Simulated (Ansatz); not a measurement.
# Ge (Cmmm) in Ansatz: convergence with k mesh

Aim: find how far k mesh must go before the results for Ge settle, at LDA. This setting moves, with any that are tied to it; all else stays.

All numbers are computed with Ansatz 0.2.0; they aren't measurements. Logs are shortened: lines on timing, memory, paths and dates and some standing lists are left out, and cuts for length are marked.

## 1. Starting point

Symmetry: Cmmm, No. 65, orthorhombic system. Conventional cell: a = 2.794 Å, b = 5.201 Å, c = 2.698 Å, α = 90.00°, β = 90.00°, γ = 90.00°. Ge (site symmetry mmm) has 8 Ge at 2.70 to 2.95 Å as nearest neighbours.

This isn't the form of Ge at room conditions, which is diamond.

## 2. With k mesh 3 × 3 × 3

The input, input.yaml:

```yaml
crystal:
  lattice:
    - [1.397149, -2.600516, 0.0]
    - [1.397149, 2.600516, 0.0]
    - [0.0, 0.0, 2.698231]
  atoms:
    - { symbol: Ge, position: [0.5, 0.5, 0.0] }
hamiltonian:
  xc: lda
  pseudopotentials: { kind: paw, level: accurate }
kpoints:
  mp_grid: { grid: [3, 3, 3] }
scf:
  occupations: { method: cold, width: 0.05 }
output:
  forces: true
  stress: true
  eigenvalues: true
```

Potentials or basis: Ansatz PAW earlier set.

The run is started by

```
$ ansatz run input.yaml --threads 2 --pin off --max-ram 5632MiB --backend cpu --events-out ev --progress --plain --runs-dir out
```

Run time: 0.47 s. Hardware: 2 threads of Arm Neoverse V2, shared host; peak memory 0.25 GiB.

What came out:

| Property | Result |
| --- | --- |
| Free energy | -4214.7455 eV |
| Pressure | -7.8 GPa |
| Band gap on the k mesh | none (metal or under the smearing width) |

## 3. With k mesh 4 × 4 × 4

input.yaml, as its differences from that of step 2:

```diff
@@ -11,3 +11,3 @@
 kpoints:
-  mp_grid: { grid: [3, 3, 3] }
+  mp_grid: { grid: [4, 4, 4] }
 scf:
```

Potentials or basis: Ansatz PAW earlier set.

The run is started by

```
$ ansatz run input.yaml --threads 2 --pin off --max-ram 5632MiB --backend cpu --events-out ev --progress --plain --runs-dir out
```

Run time: 0.54 s. Hardware: 2 threads of Arm Neoverse V2, shared host; peak memory 0.26 GiB.

Results:

```
Free energy            : -4215.1936 eV
Pressure               : -3.9 GPa
Band gap on the k mesh : none (metal or under the smearing width)
```

## 4. With k mesh 5 × 5 × 5

input.yaml, as its differences from that of step 3:

```diff
@@ -11,3 +11,3 @@
 kpoints:
-  mp_grid: { grid: [4, 4, 4] }
+  mp_grid: { grid: [5, 5, 5] }
 scf:
```

The run is started by

```
$ ansatz run input.yaml --threads 2 --pin off --max-ram 5632MiB --backend cpu --events-out ev --progress --plain --runs-dir out
```

Wall time 0.6 s (2 threads of Arm Neoverse V2, shared host); peak memory 0.27 GiB.

Results:

```
Free energy            : -4215.4299 eV
Pressure               : -3.2 GPa
Band gap on the k mesh : none (metal or under the smearing width)
```

## 5. With k mesh 6 × 6 × 6

input.yaml, as its differences from that of step 4:

```diff
@@ -11,3 +11,3 @@
 kpoints:
-  mp_grid: { grid: [5, 5, 5] }
+  mp_grid: { grid: [6, 6, 6] }
 scf:
```

The run is started by

```
$ ansatz run input.yaml --threads 2 --pin off --max-ram 5632MiB --backend cpu --events-out ev --progress --plain --runs-dir out
```

Wall time 0.78 s (2 threads of Arm Neoverse V2, shared host); peak memory 0.29 GiB.

Results:

```yaml
Free_energy: -4215.4724 eV
Pressure: -5.7 GPa
Band_gap_on_the_k_mesh: none (metal or under the smearing width)
```

## 6. With k mesh 8 × 8 × 7

input.yaml, as its differences from that of step 5:

```diff
@@ -11,3 +11,3 @@
 kpoints:
-  mp_grid: { grid: [6, 6, 6] }
+  mp_grid: { grid: [8, 8, 7] }
 scf:
```

Potentials or basis: Ansatz PAW earlier set.

The run is started by

```
$ ansatz run input.yaml --threads 2 --pin off --max-ram 5632MiB --backend cpu --events-out ev --progress --plain --runs-dir out
```

Wall time 0.95 s (2 threads of Arm Neoverse V2, shared host); peak memory 0.31 GiB.

The run converged. Its results:

- Free energy: -4215.4408 eV
- Pressure: -5.7 GPa
- Band gap on the k mesh: none (metal or under the smearing width)

## 7. With k mesh 10 × 10 × 9

input.yaml, as its differences from that of step 6:

```diff
@@ -11,3 +11,3 @@
 kpoints:
-  mp_grid: { grid: [8, 8, 7] }
+  mp_grid: { grid: [10, 10, 9] }
 scf:
```

The run is started by

```
$ ansatz run input.yaml --threads 2 --pin off --max-ram 5632MiB --backend cpu --events-out ev --progress --plain --runs-dir out
```

It took 1.6 s on 2 threads of Arm Neoverse V2, shared host; peak memory 0.33 GiB.

Results (log left out):

```
Free energy            : -4215.4655 eV
Pressure               : -5.4 GPa
Band gap on the k mesh : none (metal or under the smearing width)
```

## 8. With k mesh 12 × 12 × 11

input.yaml, as its differences from that of step 7:

```diff
@@ -11,3 +11,3 @@
 kpoints:
-  mp_grid: { grid: [10, 10, 9] }
+  mp_grid: { grid: [12, 12, 11] }
 scf:
```

The run is started by

```
$ ansatz run input.yaml --threads 2 --pin off --max-ram 5632MiB --backend cpu --events-out ev --progress --plain --runs-dir out
```

Wall time 2.3 s (2 threads of Arm Neoverse V2, shared host); peak memory 0.36 GiB.

It converged, with:

```
Free energy            : -4215.4471 eV
Pressure               : -5.8 GPa
Band gap on the k mesh : none (metal or under the smearing width)
```

## 9. With k mesh 15 × 15 × 13

input.yaml, as its differences from that of step 8:

```diff
@@ -11,3 +11,3 @@
 kpoints:
-  mp_grid: { grid: [12, 12, 11] }
+  mp_grid: { grid: [15, 15, 13] }
 scf:
```

Potentials or basis: Ansatz PAW earlier set.

The run is started by

```
$ ansatz run input.yaml --threads 2 --pin off --max-ram 5632MiB --backend cpu --events-out ev --progress --plain --runs-dir out
```

Wall time 3.7 s (2 threads of Arm Neoverse V2, shared host); peak memory 0.42 GiB.

The run converged. Its results:

* Free energy: -4215.4532 eV
* Pressure: -5.8 GPa
* Band gap on the k mesh: none (metal or under the smearing width)

## 10. With k mesh 18 × 18 × 16

input.yaml, as its differences from that of step 9:

```diff
@@ -11,3 +11,3 @@
 kpoints:
-  mp_grid: { grid: [15, 15, 13] }
+  mp_grid: { grid: [18, 18, 16] }
 scf:
```

Potentials or basis: Ansatz PAW earlier set.

The run is started by

```
$ ansatz run input.yaml --threads 2 --pin off --max-ram 5632MiB --backend cpu --events-out ev --progress --plain --runs-dir out
```

What it wrote:

```text
Warning: RAYON_NUM_THREADS=2 ignored (pool sized by the plan → 2); use --threads N
Engine: ansatz 0.2.0, aarch64-unknown-linux-gnu
Pseudopotentials: kind: paw, level: accurate
Pseudopotential: Ge, paw, valence charge 14, recommended cutoff 560 eV (normal), Ge.paw.azcp#accurate
Functional definition: SPW92
  exchange = slater_x
  correlation = pw_c
Crystal: 1 atoms, lattice volume = 19.607 Å³
Basis set: ecut = 560 eV, 605 PW (Γ)
Bands: 11, of which v1, the nominal top of the filled ones, is band 7 counted from 1 (6 counted from 0)
Symmetry: 8 space group operations
Space group: Cmmm (ITA 65), of the structure as read, at distance tolerance 2.7e-5 Å
k-points: 819 of 5184
Non-local potential: Ge, projectors of the file, l = 0: 3, l = 1: 3, l = 2: 3, l = 3: 2, l = 4: 1
PAW form: soft (Blöchl's): semilocal exchange-correlation on the pseudo side does not see the compensation charge
PAW frozen core: Ge, regenerated for the run's functional, and the local potential with it (the file was generated under x = pbe(κ = 0.804, μ = 0.2195149727645171), c = pbe(β = 0.06672455060314922))
PAW one-centre angular grid: Ge, 590 points (default); XC on 64 Gauss nodes
Initial density: superposition of atomic densities (chi_scale 0.1, normalization cell)
Initial wavefunctions: pseudopotential atomic-orbital guess
Functional: x = slater, c = lda
SCF iter   1: F=—  HF=-4215.464829 eV  |F-HF|=—  |Δ(HF+E_count)|=         —  Δρ=1.67e-2  dr2=4.19e-2  ethr=3.10e-3  ⟨swp⟩=4.6  Hψ=46542  notcnv=0
preconditioner: auto → none  [metal: Δε(μ)=0.004 eV  Ē_g=26.686 eV  σ=0.050 eV  W_gap=0.05  n_scr=8 (ndim 8)  ℏωp=31.4 eV  f_vac=0.000  D(μ)=0.45/eV (n_scr^D=0)  sad-step TF]
SCF iter   2: F=—  HF=-4215.454235 eV  |F-HF|=—  |Δ(HF+E_count)|=   1.06e-2  S|Δr|=    0.00e0  Δρ=9.80e-3  dr2=1.47e-2  ethr=2.99e-4  ⟨swp⟩=2.0  Hψ=18604  notcnv=0  defer=132
SCF iter   3: F=—  HF=-4215.450331 eV  |F-HF|=—  |Δ(HF+E_count)|=   3.90e-3  S|Δr|=    0.00e0  Δρ=1.39e-3  dr2=2.71e-4  ethr=1.05e-4  ⟨swp⟩=2.2  Hψ=12447  notcnv=0  defer=132
SCF iter   4: F=—  HF=-4215.450261 eV  |F-HF|=—  |Δ(HF+E_count)|=   6.98e-5  S|Δr|=    0.00e0  Δρ=1.80e-4  dr2=2.74e-6  ethr=1.94e-6  ⟨swp⟩=2.1  Hψ=13738  notcnv=0  defer=132
SCF iter   5: F=—  HF=-4215.450264 eV  |F-HF|=—  |Δ(HF+E_count)|=   3.04e-6  S|Δr|=    0.00e0  Δρ=2.24e-5  dr2=4.41e-8  ethr=7.14e-10  ⟨swp⟩=3.4  Hψ=35809  notcnv=0
SCF iter   6: F=-4215.450264 eV  HF=-4215.450264 eV  |F-HF|=1.27e-10  |Δ(HF+E_count)|=   1.03e-7  S|Δr|=    0.00e0  Δρ=1.59e-6  dr2=3.84e-10  ethr=3.15e-10  ⟨swp⟩=3.4  Hψ=24893  notcnv=0
SCF 1 converged in 6 iterations: F = -4215.450264 eV  dr2 = 3.84e-10
SCF converged after 6 iterations
Stability not checked: this state was not tested for a lower state beside it, because cold or Methfessel-Paxton smearing, or corrected tetrahedra, fill the levels in a way that the test cannot read (fill_not_monotonic; see scf.lower_state_search)
Free energy (F): -4215.450264 eV
Harris-Foulkes:  -4215.450264 eV  (|F-HF|=1.27e-10)
Internal energy: -4215.450285 eV  (E = F + TS)
E sigma→0 (E₀):  -4215.450271 eV
Entropy (-TS):   0.000021 eV (0.021 meV/atom)
Fermi energy:    10.031423 eV
--- Per-component energies (eV) ---
  E_band       = -127.456177
  E_kinetic    = 195.234646
  E_local      = -2558.411024  (includes V_loc(G=0)·N_el)
  E_nonlocal   = 699.125716
  E_hartree    = 932.739442
  E_xc         = -377.170805
  E_vxc        = -83.105772  (∫ρ·V_xc dr)
  E_paw        = -1612.618604  (= ΣΔE_a, less E_core_relax)
  E_vpaw       = -245.778426  (= ΣTr[D̂ρ^β], less what the cores' own moments, if any, meet on the grid)
  E_core_relax = -0.000199  (the energy of the cores' relaxation)
  E_aug_tail   = -0.000051  (compensation charges beyond the density's cutoff)
  E_ewald      = -1496.257385
  E_core_change = 1.907980  (= ΣΔE_core)
  E_smearing   = 0.000021  (= −TS)
  E_closure    = -0.000000  (closes the sum)
  Σ components = -4215.450264   (vs F -4215.450264, Δ=0.00e0)
--- Forces (eV/Å), atoms counted from 1 ---
  atom   1  Ge     0.00000000     0.00000000     0.00000000
  max |Σ_I F_I| component: 1.26e-29 eV/Å
--- Stress (GPa, compression-positive) ---
       -4.401268       0.000000       0.000000
        0.000000      -7.208476       0.000000
        0.000000       0.000000      -5.351933
  P = ⅓ Tr σ = -5.6539 GPa (-56.539 kbar)
--- Band table (eV; the first three rows and the last of 819) ---
  k-point 0: bands = ["-14.7874", "-14.7232", "-14.6727", "-14.5736", "-14.5557", "-2.8490", "16.6233", "17.0594", "18.5494", "20.2329", "22.5097"]
  k-point 1: bands = ["-14.7799", "-14.7227", "-14.6724", "-14.5762", "-14.5582", "-2.7721", "15.4538", "17.1325", "18.6226", "21.3166", "22.7037"]
  k-point 2: bands = ["-14.7588", "-14.7211", "-14.6714", "-14.5836", "-14.5653", "-2.5418", "13.4500", "17.3484", "18.8390", "22.3623", "23.7288"]
  k-point 818: bands = ["-14.7354", "-14.7049", "-14.6322", "-14.5816", "-14.5049", "5.2949", "7.6556", "7.7936", "13.3731", "18.0152", "23.4165"]
```

Wall time 6.5 s (2 threads of Arm Neoverse V2, shared host); peak memory 0.55 GiB.

What came out:

* Free energy: -4215.4503 eV
* Pressure: -5.7 GPa
* Band gap on the k mesh: none (metal or under the smearing width)

## 11. Result

```csv
k mesh,"energy less the tightest run, at zero smearing (meV/atom)",pressure (GPa),SCF cycles,CPU time (s),peak memory (GiB)
3 × 3 × 3,706.47,-7.76,6,0.59,0.25
4 × 4 × 4,257.49,-3.94,6,0.74,0.26
5 × 5 × 5,20.63,-3.17,6,0.86,0.27
6 × 6 × 6,-22.04,-5.72,6,1.2,0.29
8 × 8 × 7,9.47,-5.67,6,1.6,0.31
10 × 10 × 9,-15.17,-5.44,6,2.7,0.33
12 × 12 × 11,3.19,-5.79,6,4.2,0.36
15 × 15 × 13,-2.95,-5.78,6,7,0.42
18 × 18 × 16,0.00,-5.65,6,13,0.55
```

Not settled before the last step: the energy (to 1 meV/atom), the pressure (to 0.1 GPa). Meshes of other sizes hit other points, so gaps and Fermi surfaces needn't settle smoothly. The tightest run that finished is the yardstick and may itself not be fully converged.

Caveats: the PAW data sets come from PBE, with cores solved anew for the run's functional, which leaves a small shift of forces and pressure.
